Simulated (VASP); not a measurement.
# ZnSe (Stilleite) (F-43m) in VASP: further runs

One crystal, ZnSe (Stilleite), is run at these levels: LDA, PBEsol; tasks: relaxation of cell and atoms.

All numbers are computed with VASP 6.6.1; they aren't measurements. Logs are shortened: lines on timing, memory, paths and dates and some standing lists are left out, and cuts for length are marked.

**1. The crystal as given**

The structure is cubic, space group F-43m (No. 216). The conventional cell has a = 5.577 Å, b = 5.577 Å, c = 5.577 Å, α = 90.00°, β = 90.00°, γ = 90.00°. Around Zn (site symmetry -43m) lie 4 Se at 2.41 Å. Around Se (site symmetry -43m) lie 4 Zn at 2.41 Å.

**2. Relaxation of cell and atoms, LDA**

File INCAR:

```
PREC = Accurate ; ENCUT = 600
EDIFF = 1E-7 ; ISMEAR = 0
SIGMA = 0.03 ; LREAL = False
LASPH = True ; NELM = 80
ALGO = Normal ; ISIF = 3
LWAVE = False ; LCHARG = False
GGA = CA ; IBRION = 2
NSW = 90 ; EDIFFG = -0.005
```

File KPOINTS:

```
regular mesh
0
Gamma
  8 8 8
```

File POSCAR:

```
ZnSe                                    
1.0
   -0.0000000000      2.7882745086      2.7882745086
    2.7882745086     -0.0000000000      2.7882745086
    2.7882745086      2.7882745086      0.0000000000
  Zn              Se            
     1     1
Direct
     0.0000000000000000    0.0000000000000000    0.0000000000000000
     0.2500000000000000    0.2500000000000000    0.2500000000000000
```

Potentials or basis: VASP PAW LDA potentials, release 64 (Zn, Se).

Launch:

```bash
$ cat potpaw_LDA.64/Zn/POTCAR potpaw_LDA.64/Se/POTCAR > POTCAR
$ mpirun -np 1 vasp_std > vasp.out
```

OUTCAR:

```text
PREC = Accurate
   ENCUT = 600
   EDIFF = 1E-7
   ISMEAR = 0
   LREAL = False
   LASPH = True
   NELM = 80
   ISIF = 3
   GGA = CA
   IBRION = 2
   NSW = 90
   EDIFFG = -0.005

 ion  position               nearest neighbor table
   1  0.000  0.000  0.000-   2 2.41   2 2.41   2 2.41   2 2.41
   2  0.250  0.250  0.250-   1 2.41   1 2.41   1 2.41   1 2.41

  LATTYP: Found a face centered cubic cell.
 ALAT       =     5.5765490172

  Lattice vectors:

 A1 = (   0.0000000000,   2.7882745086,   2.7882745086)
 A2 = (   2.7882745086,   0.0000000000,   2.7882745086)
 A3 = (   2.7882745086,   2.7882745086,   0.0000000000)

Analysis of symmetry for initial positions (statically):
=====================================================================
 Subroutine PRICEL returns:
 Original cell was already a primitive cell.

 Routine SETGRP: Setting up the symmetry group for a
 face centered cubic supercell.

 Subroutine GETGRP returns: Found 24 space group operations
 (whereof 24 operations were pure point group operations)
 out of a pool of 48 trial point group operations.

The static configuration has the point symmetry T_d .

Analysis of symmetry for dynamics (positions and initial velocities):
=====================================================================
 Subroutine PRICEL returns:
 Original cell was already a primitive cell.

 Routine SETGRP: Setting up the symmetry group for a
 face centered cubic supercell.

 Subroutine GETGRP returns: Found 24 space group operations
 (whereof 24 operations were pure point group operations)
 out of a pool of 48 trial point group operations.

The dynamic configuration has the point symmetry T_d .

 Subroutine INISYM returns: Found 24 space group operations
 (whereof 24 operations are pure point group operations),
 and found     1 'primitive' translations

----------------------------------------------------------------------------------------

                                     Primitive cell

  volume of cell :      43.3547

  direct lattice vectors                    reciprocal lattice vectors
     0.000000000  2.788274509  2.788274509    -0.179322372  0.179322372  0.179322372
     2.788274509  0.000000000  2.788274509     0.179322372 -0.179322372  0.179322372
     2.788274509  2.788274509  0.000000000     0.179322372  0.179322372 -0.179322372

  length of vectors
     3.943215626  3.943215626  3.943215626     0.310595460  0.310595460  0.310595460

  position of ions in fractional coordinates (direct lattice)
     0.000000000  0.000000000  0.000000000
     0.250000000  0.250000000  0.250000000

  ion indices of the primitive-cell ions
   primitive index   ion index
                 1           1
                 2           2

----------------------------------------------------------------------------------------

 KPOINTS: regular mesh

Automatic generation of k-mesh.
 Grid dimensions read from file:
 generate k-points for:    8    8    8

 Generating k-lattice:

  Cartesian coordinates                     Fractional coordinates (reciprocal lattice)
    -0.022415297  0.022415297  0.022415297     0.125000000  0.000000000  0.000000000
     0.022415297 -0.022415297  0.022415297     0.000000000  0.125000000  0.000000000
     0.022415297  0.022415297 -0.022415297     0.000000000  0.000000000  0.125000000

  Length of vectors
     0.038824433  0.038824433  0.038824433

  Shift w.r.t. Gamma in fractional coordinates (k-lattice)
     0.000000000  0.000000000  0.000000000

 Subroutine IBZKPT returns following result:
 ===========================================

 Found     29 irreducible k-points:

 Following reciprocal coordinates:
            Coordinates               Weight
  0.000000  0.000000  0.000000      1.000000
  0.125000  0.000000  0.000000      8.000000
  0.250000  0.000000  0.000000      8.000000
  0.375000  0.000000  0.000000      8.000000
  0.500000  0.000000  0.000000      4.000000
  0.125000  0.125000  0.000000      6.000000
[... 16 lines left out ...]
  0.500000  0.250000  0.125000     48.000000
 -0.375000  0.250000  0.125000     24.000000
 [... further k-points ...]
   k-points           NKPTS =     29   k-points in BZ     NKDIM =     29   number of bands    NBANDS=     13
   number of dos      NEDOS =    301   number of ions     NIONS =      2
   total plane-waves  NPLWV =  32768
   dimension x,y,z NGX =    32 NGY =   32 NGZ =   32
   dimension x,y,z NGXF=    64 NGYF=   64 NGZF=   64
   ions per type =               1   1
   NGX,Y,Z   is equivalent  to a cutoff of  13.49, 13.49, 13.49 a.u.
   NGXF,Y,Z  is equivalent  to a cutoff of  26.98, 26.98, 26.98 a.u.
 SYSTEM =  unknown system
   PREC   = accura    normal or accurate (medium, high low for compatibility)
   ISTART =      0    job   : 0-new  1-cont  2-samecut
   ICHARG =      2    charge: 1-file 2-atom 10-const
   ISPIN  =      1    spin polarized calculation?
   LNONCOLLINEAR =      F non collinear calculations
   LSORBIT =      F    spin-orbit coupling
   LASPH  =      T    aspherical Exc in radial PAW
   ENCUT  =  600.0 eV  44.10 Ry    6.64 a.u.   7.88  7.88  7.88*2*pi/ulx,y,z
   NELM   =     80;   NELMIN=  2; NELMDL= -5     # of ELM steps
   EDIFF  = 0.1E-06   stopping-criterion for ELM
   LREAL  =      F    real-space projection
   EDIFFG = -.5E-02   stopping-criterion for IOM
   NSW    =     90    number of steps for IOM
   IBRION =      2    ionic relax: 0-MD 1-quasi-New 2-CG
   NFREE  =      1    steps in history (QN), initial steepest desc. (CG)
   ISIF   =      3    stress and relaxation
   ISYM   =      2    0-nonsym 1-usesym 2-fastsym
   POTIM  = 0.5000    time-step for ionic-motion
   TEBEG  =    0.0;   TEEND  =   0.0 temperature during run
   PSTRESS=    0.0 pullay stress
   NELECT =      18.0000    total number of electrons
   NUPDOWN=      -1.0000    fix difference up-down
   EMIN   =  10.00;   EMAX   =-10.00  energy-range for DOS
   EFERMI =   0.00;   METHOD = LEGACY
   ISMEAR =     0;   SIGMA  =   0.03  broadening in eV -4-tet -1-fermi 0-gaus
   EFERMI_NEDOS =   21; number of points for ismear=-14 and -15
   IALGO  =     38    algorithm
   IMIX   =      4    mixing-type and parameters
     AMIX     =   0.40;   BMIX     =  1.00
     AMIX_MAG =   1.60;   BMIX_MAG =  1.00
  volume/ion in A,a.u.               =      21.68       146.29
  Fermi-wavevector in a.u.,A,eV,Ry     =   1.221294  2.307911 20.293885  1.491558
  Thomas-Fermi vector in A             =   2.356481
   LORBIT       =      0    0 simple, 1 ext, 2 COOP (PROOUT), +10 PAW based schemes
   GGA     = CA    functional components
   LHFCALC =     F    Hartree Fock is set to
   AEXX    =    0.0000 exact exchange contribution
   IVDW    =     0    specifies the selected vdW correction
   LEPSILON=     F    determine dielectric tensor
   LRPA    =     F    only Hartree local field effects (RPA)
 conjugate gradient relaxation of ions
 non-spin polarized calculation
 Gauss-broadening in eV      SIGMA  =   0.03
  energy-cutoff  :      600.00
  volume of cell :       43.35
 maximum number of plane-waves:      1459
   NGX = 15   NGY = 15   NGZ = 15

 number of electron      17.9999991 magnetization

 Free energy of the ion-electron system (eV)
  ---------------------------------------------------
  ext. energy  EPLUGINS =         0.00000000
  ---------------------------------------------------
  free energy    TOTEN  =        -7.37191155 eV

  energy without entropy =       -7.37191155  energy(sigma->0) =       -7.37191155

 E-fermi :   2.1438     XC(G=0):  -9.9160

 val. band max:        1.9465365599   @ k =   0.0000   0.0000   0.0000
 cond. band min:       3.2158198488   @ k =   0.0000   0.0000   0.0000
 fundamental gap:      1.2692832890
 Fermi energy:         2.1438332243

 k-point     1 :       0.0000    0.0000    0.0000
  band No.  band energies     occupation
      1     -11.6664      2.00000
      2      -4.9197      2.00000
      3      -4.9197      2.00000
      4      -4.9197      2.00000
      5      -4.5158      2.00000
      6      -4.5158      2.00000
      7       1.9465      2.00000
      8       1.9465      2.00000
      9       1.9465      2.00000
     10       3.2158      0.00000
     11       7.6316      0.00000
     12       7.6316      0.00000
     13       7.6316      0.00000

 k-point     2 :       0.1250    0.0000    0.0000
  band No.  band energies     occupation
      1     -11.5554      2.00000
      2      -4.9155      2.00000
      3      -4.9023      2.00000
      4      -4.9023      2.00000
      5      -4.5175      2.00000
      6      -4.5175      2.00000
      7       0.5404      2.00000
      8       1.7780      2.00000
      9       1.7780      2.00000
     10       4.2346      0.00000
     11       7.5902      0.00000
     12       7.9037      0.00000
     13       7.9037      0.00000

 k-point     3 :       0.2500    0.0000    0.0000
  band No.  band energies     occupation
      1     -11.2655      2.00000
      2      -4.8644      2.00000
      3      -4.8643      2.00000
      4      -4.8643      2.00000
      5      -4.5161      2.00000
      6      -4.5161      2.00000
      7      -1.2942      2.00000
      8       1.4220      2.00000
      9       1.4220      2.00000
     10       4.6504      0.00000
     11       8.2988      0.00000
     12       8.2988      0.00000
     13       8.5016      0.00000
[... 305 lines left out ...]
 k-point    23 :       0.5000    0.2500    0.1250
  band No.  band energies     occupation
      1     -10.7623      2.00000
      2      -4.8211      2.00000
      3      -4.7837      2.00000
      4      -4.6501      2.00000
      5      -4.5033      2.00000
      6      -4.4467      2.00000
      7      -2.6736      2.00000
      8      -0.5387      2.00000
      9       0.5359      2.00000
     10       6.2225      0.00000
     11       7.3697      0.00000
     12       8.5621      0.00000
     13      10.1953      0.00000

 k-point    24 :      -0.3750    0.2500    0.1250
  band No.  band energies     occupation
      1     -10.6388      2.00000
      2      -4.8114      2.00000
      3      -4.7671      2.00000
      4      -4.5558      2.00000
      5      -4.5087      2.00000
      6      -4.2792      2.00000
      7      -3.2893      2.00000
      8      -0.6774      2.00000
      9       0.3388      2.00000
     10       6.1863      0.00000
     11       7.3109      0.00000
     12       9.3738      0.00000
     13      10.6308      0.00000

 [... further k-points ...]
[... 5 lines left out ...]
  --------------------------------------------------------------------------------------
  -------------------------------------------------------------------------------------
  Total       -0.0052228     -0.0052228     -0.0052228      0.0000000      0.0000000     -0.0000000
  in kB       -0.1930088     -0.1930088     -0.1930088      0.0000000      0.0000000     -0.0000000
  external PRESSURE =      -0.1930088 kB  Pullay stress =       0.0000000 kB

 VOLUME and BASIS-vectors are now :
 -----------------------------------------------------------------------------
  energy-cutoff  :      600.00
  volume of cell :       43.35
      direct lattice vectors                 reciprocal lattice vectors
     0.000000000  2.788274509  2.788274509    -0.179322372  0.179322372  0.179322372
     2.788274509  0.000000000  2.788274509     0.179322372 -0.179322372  0.179322372
     2.788274509  2.788274509  0.000000000     0.179322372  0.179322372 -0.179322372

 POSITION                                       TOTAL-FORCE (eV/Angst)
 -----------------------------------------------------------------------------------
      0.00000      0.00000      0.00000        -0.000000     -0.000000     -0.000000
      1.39414      1.39414      1.39414         0.000000      0.000000      0.000000
 -----------------------------------------------------------------------------------
    total drift:                                0.000000      0.000000      0.000000

  FREE ENERGIE OF THE ION-ELECTRON SYSTEM (eV)
  ---------------------------------------------------
  free  energy   TOTEN  =        -7.3719115480 eV

  energy  without entropy=       -7.3719115480  energy(sigma->0) =       -7.37191155

 reached required accuracy - stopping structural energy minimisation
```

Run time: 17 s. Hardware: 1 thread of Intel Xeon Platinum 8259CL at 2.50GHz (Skylake/Cascade Lake), shared host; peak memory 0.16 GiB.

What came out:

- Free energy: -7.3719 eV
- Pressure after relaxing: 0.0 GPa
- Band gap on the k mesh: 1.27 eV, direct

Final structure:
```yaml
crystal:
  lattice:
    - [0.00000, 2.78827, 2.78827]
    - [2.78827, 0.00000, 2.78827]
    - [2.78827, 2.78827, 0.00000]
  atoms:
    - { symbol: Zn, position: [0.00000, 0.00000, 0.00000] }
    - { symbol: Se, position: [0.25000, 0.25000, 0.25000] }
```

Levels at points of the mesh, in eV from the valence-band top:
```csv
k point,band 6,band 7,band 8,band 9,band 10,band 11,band 12,band 13
"(0.00, 0.00, 0.00)",-6.46,0.00,0.00,0.00,1.27,5.69,5.69,5.69
"(0.50, 0.00, 0.00)",-6.28,-5.61,-0.95,-0.95,2.46,6.27,6.27,8.48
"(0.50, 0.50, 0.00)",-6.26,-5.04,-2.38,-2.38,2.70,3.32,10.89,11.43
```

Caveat: the relaxation stopped at its first step, so nothing moved.

**3. Relaxation of cell and atoms, PBEsol**

This run uses another cell than the first one, of 22.76 Å³/atom, 1.050 times its volume.

File INCAR:

```
SYSTEM = ZnSe
  ALGO = Normal
  EDIFF = 1E-6
  EDIFFG = -0.01
  ENCUT = 600
  GGA = PS
  IBRION = 2
  ISIF = 3
  ISMEAR = 0
  LASPH = .True.
  LCHARG = .False.
  LREAL = .False.
  LWAVE = .False.
  NELM = 80
  NSW = 90
  PREC = Accurate
  SIGMA = 0.03
```

File KPOINTS:

```
k-points
0
Gamma
  8 8 8
  0 0 0
```

File POSCAR:

```
ZnSe
1.0
    0.0000000000      2.8338000000      2.8338000000
    2.8338000000      0.0000000000      2.8338000000
    2.8338000000      2.8338000000      0.0000000000
Zn Se
1 1
Direct
    0.0000000000      0.0000000000      0.0000000000
    0.2500000000      0.2500000000      0.2500000000
```

Potentials or basis: VASP PAW PBE potentials, release 64 (Zn, Se).

Launch:

```bash
$ cat potpaw_PBE.64/Zn/POTCAR potpaw_PBE.64/Se/POTCAR > POTCAR
$ mpirun -np 1 vasp_std > vasp.out
```

Wall time 44 s (1 thread of Intel Xeon Platinum 8375C at 2.90GHz (Ice Lake), shared host); peak memory 0.19 GiB.

It converged, with:

- Free energy: -6.7732 eV
- Relaxed volume: 22.44 Å³/atom
- Relaxed cell: a = 3.989 Å, b = 3.989 Å, c = 3.989 Å, α = 60.00°, β = 60.00°, γ = 60.00°
- Space group after relaxing (to 0.05 Å): F-43m (No. 216)
- Energy gained by relaxing: 0.9 meV/atom
- Ionic steps: 3
- Pressure after relaxing: 0.0 GPa
- Band gap on the k mesh: 1.23 eV, direct

The path:
| step | energy change (eV) | largest force (eV/Å) | pressure (GPa) | volume (Å³) |
| --- | --- | --- | --- | --- |
| 1 | 0.0000 | 0.0000 | -0.91 | 45.51 |
| 2 | -0.0017 | 0.0000 | 0.45 | 44.67 |
| 3 | -0.0019 | 0.0000 | 0.01 | 44.88 |

Final structure:
```yaml
crystal:
  lattice:
    - [0.00000, 2.82066, 2.82066]
    - [2.82066, 0.00000, 2.82066]
    - [2.82066, 2.82066, 0.00000]
  atoms:
    - { symbol: Zn, position: [0.00000, 0.00000, 0.00000] }
    - { symbol: Se, position: [0.25000, 0.25000, 0.25000] }
```

Levels at points of the mesh, in eV from the valence-band top:
| k point | band 7 | band 8 | band 9 | band 10 | band 11 | band 12 |
| --- | --- | --- | --- | --- | --- | --- |
| (0.00, 0.00, 0.00) | 0.00 | 0.00 | 0.00 | 1.23 | 5.73 | 5.73 |
| (0.50, 0.00, 0.00) | -5.37 | -0.90 | -0.90 | 2.47 | 6.30 | 6.30 |
| (0.50, 0.50, 0.00) | -4.85 | -2.26 | -2.26 | 2.81 | 3.37 | 10.71 |

Caveat: the PAW data sets were made with another functional, which shifts forces and pressure a little.
